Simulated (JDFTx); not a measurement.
# TiCo (Pm-3m) in JDFTx: further runs

Runs on TiCo. Level: PBE+U. Tasks: single point.

All numbers are computed with JDFTx 1.7.0 (patched build); they aren't measurements. Logs are shortened: lines on timing, memory, paths and dates and some standing lists are left out, and cuts for length are marked. The log counts tension as positive stress, the text compression.

### 1 The crystal as given

It takes space group Pm-3m (No. 221, cubic). Conventional cell: a = 2.986 Å, b = 2.986 Å, c = 2.986 Å, α = 90.00°, β = 90.00°, γ = 90.00°. Around Co (site symmetry m-3m) lie 8 Ti at 2.59 Å. Around Ti (site symmetry m-3m) lie 8 Co at 2.59 Å.

The cell comes from a database or a generator and needn't be the stable form of this composition.

### 2 Single point, PBE+U, collinear spin, ferromagnetic start

File TiCo.in:

```
include TiCo.lattice
coords-type Lattice
include TiCo.ionpos

ion-species pseudo/Co.upf
ion-species pseudo/Ti.upf
elec-cutoff 48 384
elec-ex-corr gga-PBE
kpoint-folding 9 9 9
elec-smearing Fermi 0.0018374661
elec-n-bands 23
spintype z-spin
initial-magnetic-moments Co 2 Ti 1
elec-initial-magnetization 3 no
add-U Co d 0.036749 Ti d 0.036749
electronic-SCF nIterations 100 energyDiffThreshold 1e-09
electronic-minimize nIterations 30 energyDiffThreshold 1e-7
converge-empty-states yes
forces-output-coords Cartesian

dump-name run.$VAR
dump End Ecomponents EigStats BandEigs Kpoints Forces Stress RhoAtom
```

File TiCo.lattice:

```
lattice \
    5.6429319488     0.0000000000     0.0000000000 \
    0.0000000000     5.6429319488     0.0000000000 \
    0.0000000000     0.0000000000     5.6429319488
```

File TiCo.ionpos:

```
ion Co     0.5000000000     0.5000000000     0.5000000000 1
ion Ti     0.0000000000     0.0000000000     0.0000000000 1
```

Potentials or basis: PseudoDojo-SR-PBE-0.5-standard with smoothed tails.

The run is started by

```
> jdftx -c 1 -i TiCo.in -o TiCo.out
```

Output:

```text
*************** JDFTx 1.7.0 (patched build) ***************

Input parsed successfully to the following command list (including defaults):
[... the input with its defaults ...]

---------- Setting up symmetries ----------

Found 48 point-group symmetries of the bravais lattice
Found 48 space-group symmetries with basis
Applied RMS atom displacement 0 bohrs to make symmetries exact.

---------- Initializing the Grid ----------
R =
[      5.64293            0            0  ]
[            0      5.64293            0  ]
[            0            0      5.64293  ]
unit cell volume = 179.686
G =
[    1.11346          0          0  ]
[          0    1.11346          0  ]
[          0          0    1.11346  ]
Minimum fftbox size, Smin = [  52  52  52  ]
Chosen fftbox size, S = [  54  54  54  ]

---------- Initializing tighter grid for wavefunction operations ----------
R =
[      5.64293            0            0  ]
[            0      5.64293            0  ]
[            0            0      5.64293  ]
unit cell volume = 179.686
G =
[    1.11346          0          0  ]
[          0    1.11346          0  ]
[          0          0    1.11346  ]
Minimum fftbox size, Smin = [  36  36  36  ]
Chosen fftbox size, S = [  36  36  36  ]

---------- Exchange Correlation functional ----------
Initalized PBE GGA exchange.
Initalized PBE GGA correlation.

---------- Setting up pseudopotentials ----------
Width of ionic core gaussian charges (only for fluid interactions / plotting) set to 0

Reading pseudopotential file 'pseudo/Co.upf':
  'Co' pseudopotential, 'PBE' functional
  Generated using ONCVPSP code by D. R. Hamann
  17 valence electrons, 4 orbitals, 6 projectors, 1001 radial grid points, with lMax = 2
    3S    l: 0   occupation:  2.0   eigenvalue: -3.763303
    3P    l: 1   occupation:  6.0   eigenvalue: -2.412101
    3D    l: 2   occupation:  7.0   eigenvalue: -0.301498
    4S    l: 0   occupation:  2.0   eigenvalue: -0.201022
  Core radius for overlap checks: 1.60 bohrs.

Reading pseudopotential file 'pseudo/Ti.upf':
  'Ti' pseudopotential, 'PBE' functional
  Generated using ONCVPSP code by D. R. Hamann
[... 37 lines left out ...]
[... 67 lines of inner loops ...]
LCAOMinimize: Iter:  24  F: -200.6753109394293233  |grad|_K:  3.441e-06  alpha:  7.408e-01  linmin: -2.835e-03  cgtest: -1.101e-02
	FillingsUpdate:  mu: +0.661871287  nElectrons: 29.000000  magneticMoment: [ Abs: 1.31171  Tot: +0.94482 ]
LCAOMinimize: Iter:  25  F: -200.6753109627878473  |grad|_K:  1.951e-06  alpha:  1.056e-01  linmin: -3.338e-05  cgtest: -1.577e-02
LCAOMinimize: Converged (|Delta F|<1.000000e-06 for 2 iters).

-------- Electronic minimization -----------
Will mix electronic density at each iteration.
	FillingsUpdate:  mu: +0.661871287  nElectrons: 29.000000  magneticMoment: [ Abs: 1.31171  Tot: +0.94482 ]
	FillingsUpdate:  mu: +0.651469412  nElectrons: 29.000000  magneticMoment: [ Abs: 1.31171  Tot: +0.94482 ]
SCF: Cycle:  0   F: -200.693403914257715   dF: -1.809e-02   |Residual|: 2.854e-01   |deigs|: 5.293e-02
	FillingsUpdate:  mu: +0.609434497  nElectrons: 29.000000  magneticMoment: [ Abs: 1.41941  Tot: +0.88911 ]
SCF: Cycle:  1   F: -200.243242097861355   dF: +4.502e-01   |Residual|: 8.433e-01   |deigs|: 6.522e-02
	FillingsUpdate:  mu: +0.622666685  nElectrons: 29.000000  magneticMoment: [ Abs: 1.27808  Tot: +0.75645 ]
SCF: Cycle:  2   F: -200.755417590953101   dF: -5.122e-01   |Residual|: 1.199e-01   |deigs|: 3.150e-02
	FillingsUpdate:  mu: +0.621831348  nElectrons: 29.000000  magneticMoment: [ Abs: 1.28940  Tot: +0.86271 ]
SCF: Cycle:  3   F: -200.764113868333425   dF: -8.696e-03   |Residual|: 6.227e-02   |deigs|: 6.198e-03
	FillingsUpdate:  mu: +0.622078376  nElectrons: 29.000000  magneticMoment: [ Abs: 1.32843  Tot: +0.82100 ]
SCF: Cycle:  4   F: -200.766305408011846   dF: -2.192e-03   |Residual|: 2.294e-02   |deigs|: 2.491e-03
	FillingsUpdate:  mu: +0.621566611  nElectrons: 29.000000  magneticMoment: [ Abs: 1.37843  Tot: +0.83313 ]
SCF: Cycle:  5   F: -200.766247331319249   dF: +5.808e-05   |Residual|: 2.043e-02   |deigs|: 7.079e-04
	FillingsUpdate:  mu: +0.621882265  nElectrons: 29.000000  magneticMoment: [ Abs: 1.39743  Tot: +0.83203 ]
SCF: Cycle:  6   F: -200.766264703270991   dF: -1.737e-05   |Residual|: 1.601e-02   |deigs|: 3.514e-04
	FillingsUpdate:  mu: +0.621880501  nElectrons: 29.000000  magneticMoment: [ Abs: 1.43637  Tot: +0.83048 ]
SCF: Cycle:  7   F: -200.766369622661841   dF: -1.049e-04   |Residual|: 4.183e-03   |deigs|: 6.523e-04
	FillingsUpdate:  mu: +0.621848519  nElectrons: 29.000000  magneticMoment: [ Abs: 1.45035  Tot: +0.83572 ]
SCF: Cycle:  8   F: -200.766370352684817   dF: -7.300e-07   |Residual|: 2.277e-03   |deigs|: 1.420e-04
	FillingsUpdate:  mu: +0.621852101  nElectrons: 29.000000  magneticMoment: [ Abs: 1.45124  Tot: +0.83813 ]
SCF: Cycle:  9   F: -200.766371285568084   dF: -9.329e-07   |Residual|: 1.262e-03   |deigs|: 5.135e-05
	FillingsUpdate:  mu: +0.621824476  nElectrons: 29.000000  magneticMoment: [ Abs: 1.45375  Tot: +0.83948 ]
SCF: Cycle: 10   F: -200.766371420089200   dF: -1.345e-07   |Residual|: 5.604e-04   |deigs|: 3.665e-05
	FillingsUpdate:  mu: +0.621816882  nElectrons: 29.000000  magneticMoment: [ Abs: 1.45522  Tot: +0.84002 ]
SCF: Cycle: 11   F: -200.766371464980665   dF: -4.489e-08   |Residual|: 2.691e-04   |deigs|: 1.601e-05
	FillingsUpdate:  mu: +0.621810793  nElectrons: 29.000000  magneticMoment: [ Abs: 1.45653  Tot: +0.84053 ]
SCF: Cycle: 12   F: -200.766371486514146   dF: -2.153e-08   |Residual|: 5.787e-05   |deigs|: 1.416e-05
	FillingsUpdate:  mu: +0.621811897  nElectrons: 29.000000  magneticMoment: [ Abs: 1.45647  Tot: +0.84055 ]
SCF: Cycle: 13   F: -200.766371491825822   dF: -5.312e-09   |Residual|: 1.883e-05   |deigs|: 3.504e-06
	FillingsUpdate:  mu: +0.621812671  nElectrons: 29.000000  magneticMoment: [ Abs: 1.45653  Tot: +0.84057 ]
SCF: Cycle: 14   F: -200.766371493706572   dF: -1.881e-09   |Residual|: 1.598e-05   |deigs|: 2.597e-05
	FillingsUpdate:  mu: +0.621813173  nElectrons: 29.000000  magneticMoment: [ Abs: 1.45659  Tot: +0.84057 ]
SCF: Cycle: 15   F: -200.766371494214553   dF: -5.080e-10   |Residual|: 1.274e-05   |deigs|: 1.677e-05
	FillingsUpdate:  mu: +0.621813434  nElectrons: 29.000000  magneticMoment: [ Abs: 1.45666  Tot: +0.84056 ]
SCF: Cycle: 16   F: -200.766371494434395   dF: -2.198e-10   |Residual|: 9.205e-06   |deigs|: 7.792e-06
SCF: Converged (|Delta E|<1.000000e-09 for 2 iters).

Setting wave functions to eigenvectors of Hamiltonian
Converging empty states (this may take a while): |deigs|: 9.046e-05

# Stress tensor in Cartesian coordinates [Eh/a0^3]:
[ -6.42002e-05            0            0  ]
[            0 -6.42002e-05            0  ]
[            0            0 -6.42002e-05  ]

# Ionic positions in lattice coordinates:
ion Co   0.500000000000000   0.500000000000000   0.500000000000000 1
ion Ti   0.000000000000000   0.000000000000000   0.000000000000000 1

# Forces in Cartesian coordinates:
force Co   0.000000000000000   0.000000000000000   0.000000000000000 1
force Ti  -0.000000000000000   0.000000000000000   0.000000000000000 1

# Energy components:
   Eewald =     -137.8485243577485448
       EH =       53.9663289132515871
     Eloc =     -164.7389794251821797
      Enl =      -18.1286874896356842
      Exc =      -36.7715795793682929
 Exc_core =       11.5890795972105636
       KE =       91.1015549536179208
        U =        0.0649769834537287
-------------------------------------
     Etot =     -200.7658304044008730
       TS =        0.0005410900335260
-------------------------------------
        F =     -200.7663714944343951

IonicMinimize: Iter:   0  F: -200.766371494434395  |grad|_K:  7.612e-42
IonicMinimize: Converged (|grad|_K<1.000000e-04).

#--- Lowdin population analysis ---
# oxidation-state Co +0.219
# magnetic-moments Co +1.142
# oxidation-state Ti +0.143
# magnetic-moments Ti -0.230

Dumping 'run.eigStats' ...
	eMin: -2.893862 at state 0 ( [ +0.000000 +0.000000 +0.000000 ] spin 1 )
	HOMO: +0.620008 at state 12 ( [ +0.000000 +0.333333 +0.333333 ] spin 1 )
	mu  : +0.621814
	LUMO: +0.622709 at state 7 ( [ +0.000000 +0.111111 +0.333333 ] spin 1 )
	eMax: +1.228310 at state 50 ( [ +0.111111 +0.111111 +0.111111 ] spin -1 )
	HOMO-LUMO gap: +0.002701
	Optical gap  : +0.005272 at state 28 ( [ +0.222222 +0.333333 +0.333333 ] spin 1 )
Done!
```

It took 2.8 min on 1 thread of Intel Xeon 6975P-C (Granite Rapids), shared host; peak memory 0.24 GiB.

Results:

| Property | Result |
| --- | --- |
| Free energy | -5463.1313 eV |
| Pressure | 1.9 GPa |
| Band gap on the k mesh | none (metal or under the smearing width) |
| Net moment | 0.84 μB per cell |
| Absolute moment | 1.46 μB per cell |
| Site moments | Co +1.14; Ti -0.23 μB |

Levels at points of the mesh, in eV from the Fermi level:
Spin up:
| k point | band 11 | band 12 | band 13 | band 14 | band 15 | band 16 | band 17 | band 18 | band 19 |
| --- | --- | --- | --- | --- | --- | --- | --- | --- | --- |
| (0.00, 0.00, 0.00) | -4.53 | -2.23 | -2.23 | -2.23 | 0.54 | 0.54 | 2.63 | 2.63 | 2.63 |
Spin down:
| k point | band 12 | band 13 | band 14 | band 15 | band 16 | band 17 |
| --- | --- | --- | --- | --- | --- | --- |
| (0.00, 0.00, 0.00) | -1.47 | -1.47 | -1.47 | 1.10 | 1.10 | 2.67 |

Eigenvalues of the final occupation matrices:
| site | spin | trace | eigenvalues |
| --- | --- | --- | --- |
| atom 1 Co | 1 | 4.63 | 0.92 0.92 0.92 0.93 0.93 |
| atom 1 Co | 2 | 3.60 | 0.50 0.50 0.87 0.87 0.87 |
| atom 2 Ti | 1 | 1.87 | 0.28 0.28 0.44 0.44 0.44 |
| atom 2 Ti | 2 | 2.11 | 0.40 0.40 0.44 0.44 0.44 |

Caveat: the U is typed as a test and isn't derived for this compound. The state reached can hang on the start; a lower one may exist.

### 3 Single point, PBE+U, collinear spin, ferromagnetic start

Edit TiCo.in of step 2 so:

```diff
@@ -14,3 +14,3 @@
 elec-initial-magnetization 3 no
-add-U Co d 0.036749 Ti d 0.036749
+add-U Co d 0.073499 Ti d 0.073499
 electronic-SCF nIterations 100 energyDiffThreshold 1e-09
```

TiCo.lattice is that of step 2.

TiCo.ionpos is that of step 2.

Potentials or basis: PseudoDojo-SR-PBE-0.5-standard with smoothed tails.

The run is started by

```
> jdftx -c 1 -i TiCo.in -o TiCo.out
```

Run time: 2.9 min. Hardware: 1 thread of Intel Xeon 6975P-C (Granite Rapids), shared host; peak memory 0.24 GiB.

The run converged. Its results:

| Property | Result |
| --- | --- |
| Free energy | -5461.4007 eV |
| Pressure | 5.6 GPa |
| Band gap on the k mesh | none (metal or under the smearing width) |
| Net moment | 0.78 μB per cell |
| Absolute moment | 1.93 μB per cell |
| Site moments | Co +1.36; Ti -0.49 μB |

Levels at points of the mesh, in eV from the Fermi level:
Spin up:
```tsv
k point	band 13	band 14	band 15	band 16	band 17	band 18
(0.00, 0.00, 0.00)	-2.68	-2.68	0.79	0.79	2.58	2.58
```
Spin down:
```csv
k point,band 11,band 12,band 13,band 14,band 15,band 16,band 17,band 18
"(0.00, 0.00, 0.00)",-3.42,-1.73,-1.73,-1.73,1.14,1.14,2.49,2.49
```

Eigenvalues of the final occupation matrices:
```csv
site,spin,trace,eigenvalues
atom 1 Co,1,4.72,0.94 0.94 0.94 0.95 0.95
atom 1 Co,2,3.48,0.43 0.43 0.87 0.87 0.87
atom 2 Ti,1,1.71,0.20 0.20 0.43 0.43 0.43
atom 2 Ti,2,2.23,0.44 0.44 0.45 0.45 0.45
```

Caveat: the U is typed as a test and isn't derived for this compound. The state reached can hang on the start; a lower one may exist.

### 4 Single point, PBE+U, collinear spin, ferromagnetic start

Edit TiCo.in of step 3 so:

```diff
@@ -14,3 +14,3 @@
 elec-initial-magnetization 3 no
-add-U Co d 0.073499 Ti d 0.073499
+add-U Co d 0.110248 Ti d 0.110248
 electronic-SCF nIterations 100 energyDiffThreshold 1e-09
@@ -21,2 +21,2 @@
 dump-name run.$VAR
-dump End Ecomponents EigStats BandEigs Kpoints Forces Stress RhoAtom
+dump End Ecomponents EigStats BandEigs Kpoints Forces Stress RhoAtom ElecDensity Dtot
```

TiCo.lattice is that of step 3.

TiCo.ionpos is that of step 3.

The run is started by

```
> jdftx -c 1 -i TiCo.in -o TiCo.out
```

Run time: 3 min. Hardware: 1 thread of Intel Xeon 6975P-C (Granite Rapids), shared host; peak memory 0.24 GiB.

The run converged. Its results:

```
Free energy            : -5459.7582 eV
Pressure               : 10.4 GPa
Band gap on the k mesh : none (metal or under the smearing width)
Net moment             : 0.48 μB per cell
Absolute moment        : 2.56 μB per cell
Site moments           : Co +1.55; Ti -0.95 μB
```

Levels at points of the mesh, in eV from the Fermi level:
Spin up:
```csv
k point,band 12,band 13,band 14,band 15,band 16,band 17
"(0.00, 0.00, 0.00)",-3.20,-3.20,-3.20,1.26,1.26,2.84
```
Spin down:
```csv
k point,band 11,band 12,band 13,band 14,band 15,band 16,band 17,band 18
"(0.00, 0.00, 0.00)",-3.54,-2.10,-2.10,-2.10,1.18,1.18,2.29,2.29
```

Eigenvalues of the final occupation matrices:
```
     site  spin  trace               eigenvalues
atom 1 Co     1   4.80  0.95 0.95 0.95 0.97 0.97
atom 1 Co     2   3.37  0.35 0.35 0.89 0.89 0.89
atom 2 Ti     1   1.46  0.16 0.16 0.38 0.38 0.38
atom 2 Ti     2   2.46  0.47 0.47 0.47 0.52 0.52
```

Caveat: the U is typed as a test and isn't derived for this compound. The state reached can hang on the start; a lower one may exist.

### 5 Single point, PBE+U, collinear spin, ferromagnetic start

Edit TiCo.in of step 4 so:

```diff
@@ -14,3 +14,3 @@
 elec-initial-magnetization 3 no
-add-U Co d 0.110248 Ti d 0.110248
+add-U Co d 0.146997 Ti d 0.146997
 electronic-SCF nIterations 100 energyDiffThreshold 1e-09
@@ -21,2 +21,2 @@
 dump-name run.$VAR
-dump End Ecomponents EigStats BandEigs Kpoints Forces Stress RhoAtom ElecDensity Dtot
+dump End Ecomponents EigStats BandEigs Kpoints Forces Stress RhoAtom
```

TiCo.lattice is that of step 4.

TiCo.ionpos is that of step 4.

Potentials or basis: PseudoDojo-SR-PBE-0.5-standard with smoothed tails.

The run is started by

```
> jdftx -c 1 -i TiCo.in -o TiCo.out
```

Output:

```text
*************** JDFTx 1.7.0 (patched build) ***************

Input parsed successfully to the following command list (including defaults):
[... the input with its defaults ...]

---------- Setting up symmetries ----------

Found 48 point-group symmetries of the bravais lattice
Found 48 space-group symmetries with basis
Applied RMS atom displacement 0 bohrs to make symmetries exact.

---------- Initializing the Grid ----------
R =
[      5.64293            0            0  ]
[            0      5.64293            0  ]
[            0            0      5.64293  ]
unit cell volume = 179.686
G =
[    1.11346          0          0  ]
[          0    1.11346          0  ]
[          0          0    1.11346  ]
Minimum fftbox size, Smin = [  52  52  52  ]
Chosen fftbox size, S = [  54  54  54  ]

---------- Initializing tighter grid for wavefunction operations ----------
R =
[      5.64293            0            0  ]
[            0      5.64293            0  ]
[            0            0      5.64293  ]
[... 110 lines left out ...]

# Stress tensor in Cartesian coordinates [Eh/a0^3]:
[ -0.000650189            0            0  ]
[            0 -0.000650189            0  ]
[            0            0 -0.000650189  ]

# Ionic positions in lattice coordinates:
ion Co   0.500000000000000   0.500000000000000   0.500000000000000 1
ion Ti   0.000000000000000   0.000000000000000   0.000000000000000 1

# Forces in Cartesian coordinates:
force Co   0.000000000000000   0.000000000000000   0.000000000000000 1
force Ti   0.000000000000000   0.000000000000000   0.000000000000000 1

# Energy components:
   Eewald =     -137.8485243577485448
       EH =       54.1834284872984995
     Eloc =     -165.0876054304135039
      Enl =      -18.2500667923996041
      Exc =      -36.8563316611899126
 Exc_core =       11.5890795972105636
       KE =       91.4736703659975774
        U =        0.2098055591270811
-------------------------------------
     Etot =     -200.5865442321178591
       TS =        0.0004180961300434
-------------------------------------
        F =     -200.5869623282478926

IonicMinimize: Iter:   0  F: -200.586962328247893  |grad|_K:       -nan
IonicMinimize: None of the convergence criteria satisfied after 0 iterations.

#--- Lowdin population analysis ---
# oxidation-state Co +0.243
# magnetic-moments Co +1.765
# oxidation-state Ti +0.138
# magnetic-moments Ti -1.489

Dumping 'run.eigStats' ...
	eMin: -2.894445 at state 4 ( [ +0.000000 +0.000000 +0.444444 ] spin 1 )
	HOMO: +0.628942 at state 57 ( [ +0.111111 +0.333333 +0.333333 ] spin -1 )
	mu  : +0.629238
	LUMO: +0.629744 at state 42 ( [ +0.000000 +0.111111 +0.333333 ] spin -1 )
	eMax: +1.232238 at state 15 ( [ +0.111111 +0.111111 +0.111111 ] spin 1 )
	HOMO-LUMO gap: +0.000801
	Optical gap  : +0.015087 at state 39 ( [ +0.000000 +0.000000 +0.444444 ] spin -1 )
Done!
```

Run time: 3 min. Hardware: 1 thread of Intel Xeon 6975P-C (Granite Rapids), shared host; peak memory 0.24 GiB.

What came out:

| Item | Value |
| --- | --- |
| Free energy | -5458.2493 eV |
| Pressure | 19.1 GPa |
| Band gap on the k mesh | none (metal or under the smearing width) |
| Net moment | 0.15 μB per cell |
| Absolute moment | 3.24 μB per cell |
| Site moments | Co +1.76; Ti -1.49 μB |

Eigenvalues of the final occupation matrices:
```
     site  spin  trace               eigenvalues
atom 1 Co     1   4.86  0.97 0.97 0.97 0.98 0.98
atom 1 Co     2   3.22  0.25 0.25 0.91 0.91 0.91
atom 2 Ti     1   1.17  0.13 0.13 0.30 0.30 0.30
atom 2 Ti     2   2.73  0.49 0.49 0.49 0.62 0.62
```

Caveat: the U is typed as a test and isn't derived for this compound.

### 6 The runs side by side

| U | gap on the mesh (eV) | pressure (GPa) | moment (μB) |
| --- | --- | --- | --- |
| Co d U = 1 eV, Ti d U = 1 eV | none | 1.9 | 0.84 |
| Co d U = 2 eV, Ti d U = 2 eV | none | 5.6 | 0.78 |
| Co d U = 3 eV, Ti d U = 3 eV | none | 10.4 | 0.48 |
| Co d U = 4 eV, Ti d U = 4 eV | none | 19.1 | 0.15 |

Alike in all rows: task single point; level PBE+U; potentials or basis PseudoDojo-SR-PBE-0.5-standard with smoothed tails; spin collinear, ferromagnetic start; cell as given; k mesh 9 × 9 × 9; cutoff (eV) 1306; smearing fermi-dirac 0.05 eV.

Every run on the cell as given and a fine mesh finds a metal.

Caveats: the U is typed as a test and isn't derived for this compound.

Absolute energies hang on the potentials; compare differences alone.
